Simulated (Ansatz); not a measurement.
**Si2Mo under changes of volume**

One of the cells (13.416 Å³/atom); the others are scaled copies at fixed shape and fractional positions:

```
Mo Si
1.0
    -1.60000    1.60000    3.93050
     1.60000   -1.60000    3.93050
     1.60000    1.60000   -3.93050
Mo Si
1 2
Direct
  0.00000 0.00000 0.00000
  0.66700 0.66700 0.00000
  0.33300 0.33300 0.00000
```

```yaml
Program: Ansatz 0.2.0
Functional: PBEsol
Potentials_or_basis: all-electron LAPW, scalar-relativistic
Cutoff: 205 eV (chosen from the basis error)
Basis_error_allowed: 0.002 eV/atom
k_mesh: 12 × 12 × 12
Occupations: fermi-dirac, width 0.05 eV
Spin: no spin polarisation
```

```csv
volume (Å³/atom),energy over the lowest point (meV/atom),pressure (GPa),largest force (eV/Å)
12.611,22.77,12.3,0.228
12.879,7.00,6.7,0.263
13.148,0.00,1.8,0.296
13.416,0.88,-2.7,0.326
13.684,8.82,-6.7,0.355
13.953,?,?,?
14.221,43.01,-13.4,0.407
```

Task: What does the run at 13.953 Å³/atom give?

Result: Energy over the lowest point 23.08 meV/atom; pressure -10.2 GPa; largest force 0.382 eV/Å.

Worked out: A Birch-Murnaghan fit of order 3 (a polynomial in V^(-2/3)) to the other rows has its minimum at 13.25 Å³/atom with B0 = V·E''(V) = 222 GPa and B' = 4.4 at fixed shape and positions, which overstates the stiffness. It gives 23.11 meV/atom at 13.953 Å³/atom, against the run's 23.08, and -dE/dV = -10.3 GPa, against -10.2.

Energies are extrapolated to zero smearing.
